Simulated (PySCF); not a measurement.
# Te2Mo in PySCF: density of states with PBEsol

Aim: the density of states of Te2Mo with PBEsol.

Program: PySCF 2.14.0. These are calculated values, not measurements. Logs are shortened: lines on timing, memory, paths and dates and some standing lists are left out, and cuts for length are marked.

## Step 1: The slab as given

The cell holds a slab with vacuum, 3 atoms: a = 3.560 Å, b = 3.560 Å, c = 17.524 Å, α = 90.00°, β = 90.00°, γ = 120.00°.

## Step 2: Density of states, PBEsol

File run.py:

```python
import json
import numpy as np
from pyscf.pbc import gto, scf, dft, df

cell = gto.Cell()
cell.basis = {'Mo': 'DZVP-MOLOPT-SR-GTH-q14', 'Te': 'DZVP-MOLOPT-SR-GTH-q6'}
cell.pseudo = {'Mo': 'GTH-PBE-q14', 'Te': 'GTH-PBE-q6'}
cell.fromfile('Te2Mo.xyz')
cell.ke_cutoff = 76  # hartree
cell.exp_to_discard = 0.02
cell.precision = 1e-08
cell.space_group_symmetry = True
cell.symmorphic = False
cell.max_memory = 5880  # MB
cell.verbose = 4
cell.build()

res = {}
kpts = cell.make_kpts([9, 9, 2], space_group_symmetry=True, time_reversal_symmetry=True)
cell.space_group_symmetry = False  # the mesh holds the operations; no search on the supercells of the integral code
mf = dft.KRKS(cell, kpts, xc='pbesol')
mf = mf.multigrid_numint()
mf = mf.smearing(sigma=0.00183747, method='fermi')  # hartree
mf.conv_tol = 1e-07
mf.max_cycle = 60

mf.kernel()
res.update(converged=bool(mf.converged), e_tot=mf.e_tot, nelec=cell.nelectron, nao=cell.nao, mesh=list(map(int, cell.mesh)), a=cell.lattice_vectors().tolist(), coords=cell.atom_coords().tolist(),
           mo_energy=[np.real(x).tolist() for x in mf.mo_energy], mo_occ=[np.real(x).tolist() for x in mf.mo_occ])
res.update(e_free=mf.e_free, e_zero=mf.e_zero)
res.update(kpts=kpts.kpts_scaled_ibz.tolist(), weights=kpts.weights_ibz.tolist())
res['parts'] = {k: float(np.real(v)) for k, v in mf.scf_summary.items() if np.isscalar(v)}
json.dump(res, open('results.json', 'w'))
if not mf.converged:
    raise SystemExit('SCF not converged')

print('levels (eV)')
for i, kp in enumerate(res['kpts'][:40]):
    print('k %7.4f %7.4f %7.4f  ' % tuple(kp), ' '.join('%.3f' % (x * 27.211386) for x in res['mo_energy'][i][:18]))

mf = mf.to_khf()  # unfold to the whole mesh
kpts = mf.kpts
# Mulliken populations
dm, s = np.asarray(mf.make_rdm1()), np.asarray(mf.get_ovlp())
sites = cell.aoslice_by_atom()[:, 2:]
tot = np.einsum('kij,kji->i', dm, s).real / len(kpts)
res['mulliken'] = [cell.atom_charge(i) - tot[a0:a1].sum() for i, (a0, a1) in enumerate(sites)]
print('Mulliken charges', np.round(res['mulliken'], 5))

# density of states, Gaussians of 0.15 eV
e = np.asarray(mf.mo_energy).real.reshape(1, -1) * 27.211386
ef = mf.get_fermi()
ef = np.max(ef) * 27.211386
x = np.arange(-15, 10.01, 0.1) + round(ef, 1)
dos = np.exp(-((x[:, None, None] - e) / 0.15) ** 2 / 2).sum(-1).T / (0.15 * np.sqrt(2 * np.pi) * len(kpts)) * 2
res.update(dos_e=x.tolist(), dos=dos.tolist())
for a, b in zip(x[::5], dos.T[::5]):
    print('%8.2f' % a, ' '.join('%9.4f' % y for y in b))

# density on a uniform mesh
grids = dft.gen_grid.UniformGrids(cell)
grids.mesh = [19, 19, 89]
grids.build()
ni = dft.numint.KNumInt()
rho = [ni.get_rho(cell, x, grids, kpts) for x in [dm]]
np.save('rho.npy', np.reshape(rho, (-1, *grids.mesh)))
res['done'] = True
json.dump(res, open('results.json', 'w'))
```

File Te2Mo.xyz:

```xyz
3
Lattice="3.5602328140 0.0000000000 0.0000000000 -1.7801164070 3.0832520603 0.0000000000 0.0000000000 0.0000000000 17.5240578200" Properties=species:S:1:pos:R:3 pbc="T T T"
Te    -0.0000000002      2.0555013736      1.7899870002
Te    -0.0000000002      2.0555013736     15.7340708198
Mo     0.0000000000      0.0000000000      0.0000000000
```

Potentials or basis: DZVP-MOLOPT-SR/GTH-PBE (potentials made for PBE).

On the command line:

```bash
> OMP_NUM_THREADS=4 python -u run.py > log
```

Standard output:

```text
Discarded 0 diffused primitive functions, 0 contracted functions
time reversal: True
k-points in IBZ                         weights
  0:  0.000000,  0.000000,  0.000000    1/162
  1:  0.000000,  0.000000,  0.500000    1/162
  2:  0.555556,  0.444444,  0.000000    6/162
  3:  0.555556,  0.444444,  0.500000    6/162
  4:  0.666667,  0.333333,  0.000000    6/162
  5:  0.666667,  0.333333,  0.500000    6/162
  6:  0.666667,  0.666667,  0.000000    2/162
  7:  0.666667,  0.666667,  0.500000    2/162
  8:  0.777778,  0.222222,  0.000000    6/162
  9:  0.777778,  0.222222,  0.500000    6/162
 10:  0.777778,  0.666667,  0.000000    12/162
 11:  0.777778,  0.666667,  0.500000    12/162
 12:  0.777778,  0.777778,  0.000000    6/162
 13:  0.777778,  0.777778,  0.500000    6/162
 14:  0.888889,  0.111111,  0.000000    6/162
 15:  0.888889,  0.111111,  0.500000    6/162
 16:  0.888889,  0.555556,  0.000000    6/162
 17:  0.888889,  0.555556,  0.500000    6/162
 18:  0.888889,  0.666667,  0.000000    12/162
 19:  0.888889,  0.666667,  0.500000    12/162
 20:  0.888889,  0.777778,  0.000000    12/162
 21:  0.888889,  0.777778,  0.500000    12/162
 22:  0.888889,  0.888889,  0.000000    6/162
 23:  0.888889,  0.888889,  0.500000    6/162

******** <class 'pyscf.pbc.scf.smearing.SmearingKsymAdaptedKRKS'> ********
method = SmearingKsymAdaptedKRKS
initial guess = minao
damping factor = 0
level_shift factor = 0
DIIS = <class 'pyscf.scf.diis.CDIIS'>
diis_start_cycle = 1
diis_space = 8
diis_damp = 0
SCF conv_tol = 1e-07
SCF conv_tol_grad = None
SCF max_cycles = 60
direct_scf = True
direct_scf_tol = 1e-13

******** PBC SCF flags ********
N kpts (BZ) = 162
N kpts (IBZ) = 24
Exchange divergence treatment (exxdiv) = ewald
    madelung (= occupied orbital energy shift) = 0.04767040298927672
    Total energy shift due to Ewald probe charge = -1/2 * Nelec*madelung = -0.619715238861
DF object = <pyscf.pbc.df.fft.FFTDF object>
XC functionals = pbesol
small_rho_cutoff = 0
Uniform grid, mesh = [ 29  29 131]
Set gradient conv threshold to 0.000316228
nelec by numeric integration = 25.99999999999856
init E= -84.0886969630223
    sigma = 0.00183747  Optimized mu = 0.21828018377  entropy = 0.000429375120149
nelec by numeric integration = 25.999999997990084
    Total E(T) = -82.2293165465036  Free energy = -82.2293173354675  E0 = -82.2293169409855
cycle= 1 E= -82.2293165465036  delta_E= 1.86  |g|= 14.3  |ddm|= 21.5
    sigma = 0.00183747  Optimized mu = -0.62099144339  entropy = 0.387690858791
nelec by numeric integration = 25.999999985439
    Total E(T) = -63.5460039110257  Free energy = -63.546716281348  E0 = -63.5463600961868
cycle= 2 E= -63.5460039110257  delta_E= 18.7  |g|= 37.2  |ddm|= 72.7
    sigma = 0.00183747  Optimized mu = 0.0106219981659  entropy = 0.00222294768753
nelec by numeric integration = 26.000000001160195
    Total E(T) = -84.3345721531026  Free energy = -84.3345762377023  E0 = -84.3345741954025
cycle= 3 E= -84.3345721531026  delta_E= -20.8  |g|= 3.23  |ddm|= 67.4
    sigma = 0.00183747  Optimized mu = 0.0548070334692  entropy = 6.72559793014e-06
nelec by numeric integration = 26.000000001468006
    Total E(T) = -84.4573836267563  Free energy = -84.4573836391144  E0 = -84.4573836329354
cycle= 4 E= -84.4573836267563  delta_E= -0.123  |g|= 0.422  |ddm|= 5.16
    sigma = 0.00183747  Optimized mu = 0.0306344098028  entropy = 0.000169011304549
nelec by numeric integration = 26.000000001656755
    Total E(T) = -84.4496086055096  Free energy = -84.4496089160628  E0 = -84.4496087607861
cycle= 5 E= -84.4496086055096  delta_E= 0.00778  |g|= 1.04  |ddm|= 2.21
    sigma = 0.00183747  Optimized mu = 0.0510269689167  entropy = 6.59612661498e-05
nelec by numeric integration = 26.000000001373838
    Total E(T) = -84.4610563997358  Free energy = -84.4610565209377  E0 = -84.4610564603367
cycle= 6 E= -84.4610563997358  delta_E= -0.0114  |g|= 0.139  |ddm|= 1.22
    sigma = 0.00183747  Optimized mu = 0.0486096971357  entropy = 3.39357666874e-05
nelec by numeric integration = 26.00000000153181
    Total E(T) = -84.4613499961073  Free energy = -84.4613500584632  E0 = -84.4613500272853
cycle= 7 E= -84.4613499961073  delta_E= -0.000294  |g|= 0.155  |ddm|= 0.45
    sigma = 0.00183747  Optimized mu = 0.050771680888  entropy = 3.35904750763e-05
nelec by numeric integration = 26.000000001519595
    Total E(T) = -84.4616180182236  Free energy = -84.4616180799451  E0 = -84.4616180490843
cycle= 8 E= -84.4616180182236  delta_E= -0.000268  |g|= 0.0101  |ddm|= 0.182
    sigma = 0.00183747  Optimized mu = 0.0506975107226  entropy = 3.34341509377e-05
nelec by numeric integration = 26.000000001520686
    Total E(T) = -84.4616193600741  Free energy = -84.4616194215083  E0 = -84.4616193907912
cycle= 9 E= -84.4616193600741  delta_E= -1.34e-06  |g|= 0.000608  |ddm|= 0.0143
    sigma = 0.00183747  Optimized mu = 0.0506971405201  entropy = 3.34306108288e-05
nelec by numeric integration = 26.000000001520274
    Total E(T) = -84.4616193660857  Free energy = -84.4616194275134  E0 = -84.4616193967996
cycle= 10 E= -84.4616193660857  delta_E= -6.01e-09  |g|= 6.55e-05  |ddm|= 0.00134
    sigma = 0.00183747  Optimized mu = 0.050694223667  entropy = 3.34433264508e-05
nelec by numeric integration = 26.000000001520302
    Total E(T) = -84.461619363234  Free energy = -84.4616194246851  E0 = -84.4616193939595
Extra cycle  E= -84.461619363234  delta_E= 2.85e-09  |g|= 0.000491  |ddm|= 0.000656
converged SCF energy = -84.461619363234
levels (eV)
k  0.0000  0.0000  0.0000   -61.265 -34.307 -34.190 -34.190 -11.731 -10.728 -4.169 -0.887 -0.887 -0.814 -0.089 -0.089 0.465 3.929 3.929 4.210 4.210 6.697
k  0.0000  0.0000  0.5000   -61.265 -34.307 -34.190 -34.190 -11.731 -10.728 -4.169 -0.887 -0.887 -0.814 -0.089 -0.089 0.465 3.929 3.929 4.210 4.210 6.697
k  0.5556  0.4444  0.0000   -61.257 -34.303 -34.282 -34.217 -9.882 -9.510 -4.480 -3.607 -2.537 -1.469 -0.711 0.042 0.427 2.297 2.528 4.124 4.556 5.164
k  0.5556  0.4444  0.5000   -61.257 -34.303 -34.282 -34.217 -9.882 -9.510 -4.480 -3.607 -2.537 -1.469 -0.711 0.042 0.427 2.297 2.528 4.124 4.556 5.164
k  0.6667  0.3333  0.0000   -61.259 -34.288 -34.278 -34.211 -10.442 -9.865 -3.665 -2.859 -2.697 -1.221 -0.545 -0.109 0.089 2.361 2.605 3.536 4.507 6.696
k  0.6667  0.3333  0.5000   -61.259 -34.288 -34.278 -34.211 -10.442 -9.865 -3.665 -2.859 -2.697 -1.221 -0.545 -0.109 0.089 2.361 2.605 3.536 4.507 6.696
k  0.6667  0.6667  0.0000   -61.256 -34.280 -34.279 -34.263 -9.490 -9.226 -3.724 -3.580 -3.032 -2.125 -2.106 -0.842 0.850 1.905 2.762 3.389 4.954 6.254
k  0.6667  0.6667  0.5000   -61.256 -34.280 -34.279 -34.263 -9.490 -9.226 -3.724 -3.580 -3.032 -2.125 -2.106 -0.842 0.850 1.905 2.762 3.389 4.954 6.254
k  0.7778  0.2222  0.0000   -61.262 -34.297 -34.239 -34.202 -11.100 -10.303 -3.542 -2.184 -1.889 -0.782 -0.380 -0.154 0.183 2.510 3.018 3.184 4.348 7.651
k  0.7778  0.2222  0.5000   -61.262 -34.297 -34.239 -34.202 -11.100 -10.303 -3.542 -2.184 -1.889 -0.782 -0.380 -0.154 0.183 2.510 3.018 3.184 4.348 7.651
k  0.7778  0.6667  0.0000   -61.257 -34.290 -34.280 -34.244 -9.654 -9.340 -3.989 -3.598 -2.428 -2.030 -1.863 -0.698 0.648 2.165 2.939 2.986 4.721 5.886
k  0.7778  0.6667  0.5000   -61.257 -34.290 -34.280 -34.244 -9.654 -9.340 -3.989 -3.598 -2.428 -2.030 -1.863 -0.698 0.648 2.165 2.939 2.986 4.721 5.886
k  0.7778  0.7778  0.0000   -61.258 -34.284 -34.280 -34.230 -10.111 -9.639 -3.659 -3.013 -2.400 -1.988 -1.448 -0.313 0.423 2.266 2.508 2.951 4.480 7.061
k  0.7778  0.7778  0.5000   -61.258 -34.284 -34.280 -34.230 -10.111 -9.639 -3.659 -3.013 -2.400 -1.988 -1.448 -0.313 0.423 2.266 2.508 2.951 4.480 7.061
k  0.8889  0.1111  0.0000   -61.264 -34.304 -34.204 -34.193 -11.567 -10.620 -3.989 -1.267 -1.168 -0.750 -0.310 0.062 0.427 3.337 3.399 3.863 4.083 7.244
k  0.8889  0.1111  0.5000   -61.264 -34.304 -34.204 -34.193 -11.567 -10.620 -3.989 -1.267 -1.168 -0.750 -0.310 0.062 0.427 3.337 3.399 3.863 4.083 7.244
k  0.8889  0.5556  0.0000   -61.257 -34.303 -34.281 -34.226 -9.729 -9.406 -4.464 -3.694 -2.479 -1.705 -0.710 -0.684 0.598 2.274 2.684 3.772 4.419 5.173
k  0.8889  0.5556  0.5000   -61.257 -34.303 -34.281 -34.226 -9.729 -9.406 -4.464 -3.694 -2.479 -1.705 -0.710 -0.684 0.598 2.274 2.684 3.772 4.419 5.173
k  0.8889  0.6667  0.0000   -61.258 -34.291 -34.284 -34.222 -10.043 -9.602 -4.028 -3.287 -2.521 -1.680 -0.742 -0.520 0.443 2.319 2.491 3.498 4.420 6.124
k  0.8889  0.6667  0.5000   -61.258 -34.291 -34.284 -34.222 -10.043 -9.602 -4.028 -3.287 -2.521 -1.680 -0.742 -0.520 0.443 2.319 2.491 3.498 4.420 6.124
k  0.8889  0.7778  0.0000   -61.260 -34.291 -34.261 -34.212 -10.681 -10.020 -3.355 -2.600 -2.344 -1.512 -0.587 -0.079 0.229 2.251 2.690 2.967 4.405 7.874
k  0.8889  0.7778  0.5000   -61.260 -34.291 -34.261 -34.212 -10.681 -10.020 -3.355 -2.600 -2.344 -1.512 -0.587 -0.079 0.229 2.251 2.690 2.967 4.405 7.874
k  0.8889  0.8889  0.0000   -61.262 -34.299 -34.227 -34.200 -11.251 -10.405 -3.666 -1.874 -1.574 -0.915 -0.559 0.190 0.299 2.712 2.864 3.223 4.282 7.818
k  0.8889  0.8889  0.5000   -61.262 -34.299 -34.227 -34.200 -11.251 -10.405 -3.666 -1.874 -1.574 -0.915 -0.559 0.190 0.299 2.712 2.864 3.223 4.282 7.818
Mulliken charges [ 0.43279  0.43279 -0.86558]
  -14.20    0.0000
  -13.70    0.0000
  -13.20    0.0000
  -12.70    0.0000
  -12.20    0.0005
  -11.70    0.3353
  -11.20    0.7101
  -10.70    1.3582
  -10.20    1.8343
   -9.70    3.0201
   -9.20    0.8939
   -8.70    0.0004
   -8.20    0.0000
   -7.70    0.0000
   -7.20    0.0000
   -6.70    0.0000
   -6.20    0.0000
   -5.70    0.0000
   -5.20    0.0000
   -4.70    0.2483
   -4.20    1.0691
   -3.70    3.2733
   -3.20    1.4921
   -2.70    2.2982
   -2.20    2.4365
   -1.70    2.9947
   -1.20    1.5435
   -0.70    5.3065
   -0.20    2.6268
    0.30    3.5664
    0.80    0.8607
    1.30    0.0016
    1.80    0.1620
    2.30    4.4629
    2.80    3.8856
    3.30    2.1925
    3.80    1.1544
    4.30    3.1517
    4.80    1.0824
    5.30    0.5470
    5.80    0.7471
    6.30    0.6829
    6.80    0.4546
    7.30    0.8265
    7.80    2.0419
    8.30    0.7543
    8.80    2.7050
    9.30    2.3806
    9.80    3.8151
   10.30    4.2890
   10.80    1.8811
```

It took 21 min on 4 threads of Intel Xeon at 2.50GHz (Skylake/Cascade Lake), shared host; peak memory 2 GiB.

Results:

```
Free energy            : -2298.3177 eV
Band gap on the k mesh : 1.06 eV, direct
Mulliken charges       : Te +0.43; Mo -0.87 e
```

States per cell in windows of 0.5 eV (zero at the valence-band top; states under -8 eV left out):
```tsv
from (eV)	total
-8.0	0.00
-7.5	0.00
-7.0	0.00
-6.5	0.00
-6.0	0.03
-5.5	0.39
-5.0	1.22
-4.5	1.26
-4.0	0.71
-3.5	1.63
-3.0	1.46
-2.5	1.14
-2.0	1.55
-1.5	1.75
-1.0	1.66
-0.5	1.14
0.0	0.06
0.5	0.02
1.0	1.18
1.5	2.07
2.0	1.58
2.5	0.83
3.0	0.96
3.5	1.27
4.0	0.36
4.5	0.16
5.0	0.52
5.5	0.20
6.0	0.33
6.5	0.73
7.0	0.52
7.5	0.98
```

Caveat: Mulliken charges move with the basis; spin-orbit coupling is left out, which moves the levels of the heavy elements; the basis of atomic orbitals isn't converged, which shifts pressures, moduli and gaps.
